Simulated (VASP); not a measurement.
# Ba (I4/mmm) in VASP: further runs

One crystal, Ba, is run at these levels: PBE; tasks: single point.

All numbers are computed with VASP 6.6.1; they aren't measurements. Logs are shortened: lines on timing, memory, paths and dates and some standing lists are left out, and cuts for length are marked.

## (1) The cell of the first run

The structure is tetragonal, space group I4/mmm (No. 139). The conventional cell has a = 5.000 Å, b = 5.000 Å, c = 4.750 Å, α = 90.00°, β = 90.00°, γ = 90.00°. Ba (site symmetry 4/mmm) has 8 Ba at 4.26 Å as nearest neighbours.

## (2) Single point, PBE (strain -0.0500 x Voigt [1, 0, 0, 0, 0, 0], atoms carried along)

INCAR

```
SYSTEM = Ba
ALGO = Fast ; EDIFF = 1E-7
ENCUT = 520 ; GGA = PE
ISIF = 2 ; ISMEAR = 0
LASPH = .True. ; LCHARG = .False.
LREAL = .False. ; LWAVE = .False.
NBANDS = 11 ; NELM = 80
PREC = Accurate ; SIGMA = 0.15
```

KPOINTS

```
k-points
0
Gamma
  14 14 14
  0 0 0
```

POSCAR

```
Ba
1.0
   -2.3750000000      2.5000000000      2.5000000000
    2.3750000000     -2.5000000000      2.5000000000
    2.3750000000      2.5000000000     -2.5000000000
Ba
1
Direct
    0.0000000000      0.0000000000      0.0000000000
```

Potentials or basis: VASP PAW PBE potentials, release 64 (Ba_sv).

Run with:

```bash
$ cat potpaw_PBE.64/Ba_sv/POTCAR > POTCAR
$ mpirun -np 1 vasp_std > vasp.out
```

OUTCAR:

```text
SYSTEM = Ba
   EDIFF = 1E-7
   ENCUT = 520
   GGA = PE
   ISIF = 2
   ISMEAR = 0
   LASPH = .True.
   LREAL = .False.
   NELM = 80
   PREC = Accurate

 ion  position               nearest neighbor table
   1  0.000  0.000  0.000-

  LATTYP: Found a body centered tetragonal cell.
 ALAT       =     5.0000000000
 C/A-ratio  =     0.9500000000

  Lattice vectors:

 A1 = (  -2.3750000000,   2.5000000000,  -2.5000000000)
 A2 = (  -2.3750000000,  -2.5000000000,   2.5000000000)
 A3 = (   2.3750000000,   2.5000000000,   2.5000000000)

Analysis of symmetry for initial positions (statically):
=====================================================================
 Subroutine PRICEL returns:
 Original cell was already a primitive cell.

 Routine SETGRP: Setting up the symmetry group for a
 body centered tetragonal supercell.

 Subroutine GETGRP returns: Found 16 space group operations
 (whereof 16 operations were pure point group operations)
 out of a pool of 16 trial point group operations.

The static configuration has the point symmetry D_4h.

Analysis of symmetry for dynamics (positions and initial velocities):
=====================================================================
 Subroutine PRICEL returns:
 Original cell was already a primitive cell.

 Routine SETGRP: Setting up the symmetry group for a
 body centered tetragonal supercell.

 Subroutine GETGRP returns: Found 16 space group operations
 (whereof 16 operations were pure point group operations)
 out of a pool of 16 trial point group operations.

The dynamic configuration has the point symmetry D_4h.

 Subroutine INISYM returns: Found 16 space group operations
 (whereof 16 operations are pure point group operations),
 and found     1 'primitive' translations

----------------------------------------------------------------------------------------

                                     Primitive cell

  volume of cell :      59.3750

  direct lattice vectors                    reciprocal lattice vectors
    -2.375000000  2.500000000  2.500000000     0.000000000  0.200000000  0.200000000
     2.375000000 -2.500000000  2.500000000     0.210526316  0.000000000  0.200000000
     2.375000000  2.500000000 -2.500000000     0.210526316  0.200000000  0.000000000

  length of vectors
     4.259181259  4.259181259  4.259181259     0.282842712  0.290381352  0.290381352

  position of ions in fractional coordinates (direct lattice)
     0.000000000  0.000000000  0.000000000

  ion indices of the primitive-cell ions
   primitive index   ion index
                 1           1

----------------------------------------------------------------------------------------

 KPOINTS: k-points

Automatic generation of k-mesh.
 Grid dimensions read from file:
 generate k-points for:   14   14   14

 Generating k-lattice:

  Cartesian coordinates                     Fractional coordinates (reciprocal lattice)
     0.000000000  0.014285714  0.014285714     0.071428571  0.000000000  0.000000000
     0.015037594  0.000000000  0.014285714     0.000000000  0.071428571  0.000000000
     0.015037594  0.014285714  0.000000000     0.000000000  0.000000000  0.071428571

  Length of vectors
     0.020203051  0.020741525  0.020741525

  Shift w.r.t. Gamma in fractional coordinates (k-lattice)
     0.000000000  0.000000000  0.000000000

 Subroutine IBZKPT returns following result:
 ===========================================

 Found    244 irreducible k-points:

 Following reciprocal coordinates:
            Coordinates               Weight
  0.000000  0.000000  0.000000      1.000000
  0.071429  0.000000  0.000000      4.000000
  0.142857  0.000000  0.000000      4.000000
  0.214286  0.000000  0.000000      4.000000
  0.285714  0.000000  0.000000      4.000000
  0.357143  0.000000  0.000000      4.000000
[... 16 lines left out ...]
 -0.071429  0.142857  0.000000      8.000000
 -0.000000  0.214286  0.000000      8.000000
 [... further k-points ...]
   k-points           NKPTS =    244   k-points in BZ     NKDIM =    244   number of bands    NBANDS=     11
   number of dos      NEDOS =    301   number of ions     NIONS =      1
   total plane-waves  NPLWV =  32768
   dimension x,y,z NGX =    32 NGY =   32 NGZ =   32
   dimension x,y,z NGXF=    64 NGYF=   64 NGZF=   64
   ions per type =               1
   NGX,Y,Z   is equivalent  to a cutoff of  12.49, 12.49, 12.49 a.u.
   NGXF,Y,Z  is equivalent  to a cutoff of  24.98, 24.98, 24.98 a.u.
 SYSTEM =  Ba
   PREC   = accura    normal or accurate (medium, high low for compatibility)
   ISTART =      0    job   : 0-new  1-cont  2-samecut
   ICHARG =      2    charge: 1-file 2-atom 10-const
   ISPIN  =      1    spin polarized calculation?
   LNONCOLLINEAR =      F non collinear calculations
   LSORBIT =      F    spin-orbit coupling
   LASPH  =      T    aspherical Exc in radial PAW
   ENCUT  =  520.0 eV  38.22 Ry    6.18 a.u.   7.92  7.92  7.92*2*pi/ulx,y,z
   NELM   =     80;   NELMIN=  2; NELMDL= -5     # of ELM steps
   EDIFF  = 0.1E-06   stopping-criterion for ELM
   LREAL  =      F    real-space projection
   EDIFFG = 0.1E-05   stopping-criterion for IOM
   NSW    =      0    number of steps for IOM
   IBRION =     -1    ionic relax: 0-MD 1-quasi-New 2-CG
   NFREE  =      0    steps in history (QN), initial steepest desc. (CG)
   ISIF   =      2    stress and relaxation
   ISYM   =      2    0-nonsym 1-usesym 2-fastsym
   POTIM  = 0.5000    time-step for ionic-motion
   TEBEG  =    0.0;   TEEND  =   0.0 temperature during run
   PSTRESS=    0.0 pullay stress
   NELECT =      10.0000    total number of electrons
   NUPDOWN=      -1.0000    fix difference up-down
   EMIN   =  10.00;   EMAX   =-10.00  energy-range for DOS
   EFERMI =   0.00;   METHOD = LEGACY
   ISMEAR =     0;   SIGMA  =   0.15  broadening in eV -4-tet -1-fermi 0-gaus
   EFERMI_NEDOS =   21; number of points for ismear=-14 and -15
   IALGO  =     68    algorithm
   IMIX   =      4    mixing-type and parameters
     AMIX     =   0.40;   BMIX     =  1.00
     AMIX_MAG =   1.60;   BMIX_MAG =  1.00
  volume/ion in A,a.u.               =      59.38       400.68
  Fermi-wavevector in a.u.,A,eV,Ry     =   0.904080  1.708464 11.120872  0.817361
  Thomas-Fermi vector in A             =   2.027484
   LORBIT       =      0    0 simple, 1 ext, 2 COOP (PROOUT), +10 PAW based schemes
   GGA     = PE    functional components
   LHFCALC =     F    Hartree Fock is set to
   AEXX    =    0.0000 exact exchange contribution
   IVDW    =     0    specifies the selected vdW correction
   LEPSILON=     F    determine dielectric tensor
   LRPA    =     F    only Hartree local field effects (RPA)
 non-spin polarized calculation
 RMM-DIIS sequential band-by-band and
 Gauss-broadening in eV      SIGMA  =   0.15
  energy-cutoff  :      520.00
  volume of cell :       59.38
 maximum number of plane-waves:      1620
   NGX = 15   NGY = 15   NGZ = 15

 number of electron      10.0000000 magnetization

 Free energy of the ion-electron system (eV)
  ---------------------------------------------------
  ext. energy  EPLUGINS =         0.00000000
  ---------------------------------------------------
  free energy    TOTEN  =        -1.90429133 eV

  energy without entropy =       -1.89067126  energy(sigma->0) =       -1.89748130

 E-fermi :   1.8459     XC(G=0):  -7.6002

 val. band max:        1.8434925730   @ k =   0.2857   0.3571  -0.0000
 cond. band min:       1.8628271548   @ k =   0.5000  -0.3571   0.2143
 fundamental gap:      0.0193345818
 Fermi energy:         1.8458646296

 k-point     1 :       0.0000    0.0000    0.0000
  band No.  band energies     occupation
      1     -26.9393      2.00000
      2     -11.8526      2.00000
      3     -11.8526      2.00000
      4     -11.8496      2.00000
      5      -0.9286      2.00000
      6       3.5326      0.00000
      7       3.8687      0.00000
      8       3.8687      0.00000
      9       4.9698      0.00000
     10       5.4663      0.00000
     11       8.8274      0.00000

 k-point     2 :       0.0714    0.0000    0.0000
  band No.  band energies     occupation
      1     -26.9366      2.00000
      2     -11.8826      2.00000
      3     -11.8578      2.00000
      4     -11.8521      2.00000
      5      -0.8291      2.00000
      6       3.5057      0.00000
      7       3.7931      0.00000
      8       3.9704      0.00000
      9       4.8332      0.00000
     10       5.4405      0.00000
     11       8.9528      0.00000

 k-point     3 :       0.1429    0.0000    0.0000
  band No.  band energies     occupation
      1     -26.9291      2.00000
      2     -11.9651      2.00000
      3     -11.8806      2.00000
      4     -11.8509      2.00000
      5      -0.5466      2.00000
      6       3.3725      0.00000
      7       3.5991      0.00000
      8       4.2716      0.00000
      9       4.6420      0.00000
     10       5.3891      0.00000
     11       9.2420      0.00000

 k-point     4 :       0.2143    0.0000    0.0000
  band No.  band energies     occupation
      1     -26.9183      2.00000
      2     -12.0807      2.00000
      3     -11.9133      2.00000
      4     -11.8490      2.00000
      5      -0.1311      2.00000
      6       3.1115      0.00000
      7       3.3547      0.00000
      8       4.6434      0.00000
      9       4.7600      0.00000
     10       5.3616      0.00000
     11       9.3621      0.00000
[... 239 lines left out ...]
 k-point    22 :       0.4286    0.1429    0.0000
  band No.  band energies     occupation
      1     -26.8820      2.00000
      2     -12.3741      2.00000
      3     -12.0549      2.00000
      4     -11.8808      2.00000
      5       1.2257      2.00000
      6       2.6974      0.00000
      7       2.8984      0.00000
      8       4.8663      0.00000
      9       5.7402      0.00000
     10       7.5790      0.00000
     11       8.0474      0.00000

 k-point    23 :      -0.0714    0.1429    0.0000
  band No.  band energies     occupation
      1     -26.9310      2.00000
      2     -11.9396      2.00000
      3     -11.8707      2.00000
      4     -11.8619      2.00000
      5      -0.6155      2.00000
      6       3.4391      0.00000
      7       3.6430      0.00000
      8       4.0312      0.00000
      9       5.0646      0.00000
     10       5.0694      0.00000
     11       9.2448      0.00000

 k-point    24 :      -0.0000    0.2143    0.0000
  band No.  band energies     occupation
      1     -26.9171      2.00000
      2     -12.0785      2.00000
      3     -11.9249      2.00000
      4     -11.8573      2.00000
      5      -0.0848      2.00000
      6       3.0856      0.00000
      7       3.2453      0.00000
      8       4.6230      0.00000
      9       5.0114      0.00000
     10       5.1961      0.00000
     11       9.5337      0.00000

 [... further k-points ...]

------------------------ aborting loop because EDIFF is reached ----------------------------------------

  FORCE on cell =-STRESS in cart. coord.  units (eV):
  Direction    XX          YY          ZZ          XY          YZ          ZX
  --------------------------------------------------------------------------------------
  -------------------------------------------------------------------------------------
  Total        0.3330105      0.2136706      0.2136706      0.0000000      0.0000000      0.0000000
  in kB        8.9859677      5.7656955      5.7656955      0.0000000      0.0000000      0.0000000
  external PRESSURE =       6.8391196 kB  Pullay stress =       0.0000000 kB

 VOLUME and BASIS-vectors are now :
 -----------------------------------------------------------------------------
  energy-cutoff  :      520.00
  volume of cell :       59.38
      direct lattice vectors                 reciprocal lattice vectors
    -2.375000000  2.500000000  2.500000000     0.000000000  0.200000000  0.200000000
     2.375000000 -2.500000000  2.500000000     0.210526316  0.000000000  0.200000000
     2.375000000  2.500000000 -2.500000000     0.210526316  0.200000000  0.000000000

 POSITION                                       TOTAL-FORCE (eV/Angst)
 -----------------------------------------------------------------------------------
      0.00000      0.00000      0.00000         0.000000     -0.000000     -0.000000
 -----------------------------------------------------------------------------------
    total drift:                                0.000000      0.000000     -0.000000

  FREE ENERGIE OF THE ION-ELECTRON SYSTEM (eV)
  ---------------------------------------------------
  free  energy   TOTEN  =        -1.9042913337 eV

  energy  without entropy=       -1.8906712583  energy(sigma->0) =       -1.89748130
```

Run time: 50 s. Hardware: 1 thread of Intel Xeon Platinum 8559C (Emerald Rapids), shared host; peak memory 0.29 GiB.

What came out:

```
Free energy            : -1.9043 eV
Pressure               : 0.7 GPa
Band gap on the k mesh : none (metal or under the smearing width)
```

Levels at points of the mesh, in eV from the Fermi level:
| k point | band 3 | band 4 | band 5 | band 6 | band 7 | band 8 |
| --- | --- | --- | --- | --- | --- | --- |
| (0.00, 0.00, 0.00) | -13.70 | -13.70 | -2.77 | 1.69 | 2.02 | 2.02 |
| (0.50, 0.00, 0.00) | -13.86 | -13.69 | -0.94 | 0.92 | 1.33 | 3.08 |
| (0.00, 0.50, 0.00) | -13.88 | -13.71 | -0.92 | 0.58 | 1.51 | 3.43 |
| (0.50, 0.50, 0.50) | -14.10 | -14.04 | -0.67 | -0.58 | 4.47 | 4.47 |

The run has no spin-orbit coupling, so splittings on Ba are missing.

## (3) Single point, PBE (strain +0.0250 x Voigt [1, 0, 0, 0, 0, 0], atoms carried along)

INCAR

```
SYSTEM = Ba
PREC = Accurate
ENCUT = 520
EDIFF = 1E-6
ISMEAR = 0
SIGMA = 0.15
LREAL = .FALSE.
LASPH = .TRUE.
NELM = 60
ALGO = Fast
ISIF = 2
LWAVE = .FALSE.
LCHARG = .FALSE.
GGA = PE
NBANDS = 11
```

KPOINTS

```
Automatic mesh
0
G
  14 14 14
  0 0 0
```

POSCAR

```
Ba
1.0
   -2.5625000000      2.5000000000      2.5000000000
    2.5625000000     -2.5000000000      2.5000000000
    2.5625000000      2.5000000000     -2.5000000000
Ba
1
Direct
    0.0000000000      0.0000000000      0.0000000000
```

Potentials or basis: VASP PAW PBE potentials, release 64 (Ba_sv).

Run with:

```bash
$ cat potpaw_PBE.64/Ba_sv/POTCAR > POTCAR
$ mpirun -np 1 vasp_std > vasp.out
```

It took 46 s on 1 thread of Intel Xeon Platinum 8559C (Emerald Rapids), shared host; peak memory 0.3 GiB.

Results (log left out):

* Free energy: -1.9145 eV
* Pressure: -0.1 GPa
* Band gap on the k mesh: none (metal or under the smearing width)

Stress tensor (GPa, compression positive):
```
-0.12  0.00  0.00
 0.00 -0.02  0.00
 0.00  0.00 -0.02
```

Levels at points of the mesh, in eV from the Fermi level:
```csv
k point,band 2,band 3,band 4,band 5,band 6,band 7,band 8,band 9
"(0.00, 0.00, 0.00)",-13.87,-13.87,-13.87,-2.74,1.77,1.77,1.91,3.09
"(0.50, 0.00, 0.00)",-14.30,-14.02,-13.88,-0.87,0.60,1.25,3.29,3.80
"(0.00, 0.50, 0.00)",-14.31,-14.01,-13.87,-0.88,0.75,1.18,3.07,3.71
"(0.50, 0.50, 0.50)",-14.19,-14.16,-14.16,-0.54,-0.50,4.10,4.37,4.37
```

## (4) Single point, PBE (strain -0.0750 x Voigt [1, 0, 0, 0, 0, 0], atoms carried along)

INCAR

```
  PREC = Accurate
  ENCUT = 520
  EDIFF = 1E-6
  ISMEAR = 0
  SIGMA = 0.15
  LREAL = F
  LASPH = T
  NELM = 60
  ALGO = Fast
  ISIF = 2
  LWAVE = F
  LCHARG = F
  GGA = PE
  NBANDS = 11
```

KPOINTS

```
regular mesh
0
Gamma
  14 14 14
```

POSCAR

```
Ba
1.0
   -2.3125000000      2.5000000000      2.5000000000
    2.3125000000     -2.5000000000      2.5000000000
    2.3125000000      2.5000000000     -2.5000000000
Ba
1
Direct
    0.0000000000      0.0000000000      0.0000000000
```

Run with:

```bash
$ cat potpaw_PBE.64/Ba_sv/POTCAR > POTCAR
$ mpirun -np 1 vasp_std > vasp.out
```

It took 44 s on 1 thread of Intel Xeon Platinum 8559C (Emerald Rapids), shared host; peak memory 0.28 GiB.

It converged, with:

| Quantity | Value |
| --- | --- |
| Free energy | -1.8934 eV |
| Pressure | 1.0 GPa |
| Band gap on the k mesh | none (metal or under the smearing width) |

Stress tensor (GPa, compression positive):
```
1.35 0.00 0.00
0.00 0.81 0.00
0.00 0.00 0.81
```

Levels at points of the mesh, in eV from the Fermi level:
| k point | band 2 | band 3 | band 4 | band 5 | band 6 | band 7 | band 8 | band 9 |
| --- | --- | --- | --- | --- | --- | --- | --- | --- |
| (0.00, 0.00, 0.00) | -13.65 | -13.65 | -13.64 | -2.79 | 1.60 | 2.13 | 2.13 | 3.03 |
| (0.50, 0.00, 0.00) | -14.25 | -13.80 | -13.63 | -0.97 | 1.05 | 1.35 | 2.98 | 3.82 |
| (0.00, 0.50, 0.00) | -14.25 | -13.84 | -13.67 | -0.94 | 0.51 | 1.64 | 3.49 | 4.43 |
| (0.50, 0.50, 0.50) | -14.08 | -14.08 | -13.99 | -0.74 | -0.61 | 4.51 | 4.51 | 5.08 |

## (5) Overview

| cell | further INCAR settings | gap on the mesh (eV) | pressure (GPa) |
| --- | --- | --- | --- |
| strain -0.0500 x Voigt [1, 0, 0, 0, 0, 0], atoms carried along | ALGO = Fast; EDIFF = 1e-07; NBANDS = 11 | none | 0.7 |
| strain +0.0250 x Voigt [1, 0, 0, 0, 0, 0], atoms carried along | ALGO = Fast; EDIFF = 1e-06; NBANDS = 11 | none | -0.1 |
| strain -0.0750 x Voigt [1, 0, 0, 0, 0, 0], atoms carried along | ALGO = Fast; EDIFF = 1e-06; NBANDS = 11 | none | 1.0 |

Alike in all rows: task single point; level PBE; potentials or basis VASP PAW PBE potentials, release 64 (Ba_sv); no spin polarisation; k mesh 14 × 14 × 14; cutoff (eV) 520; smearing gaussian 0.15 eV.

Total energies depend on the potentials used, so only differences within one code and one set of settings carry meaning.
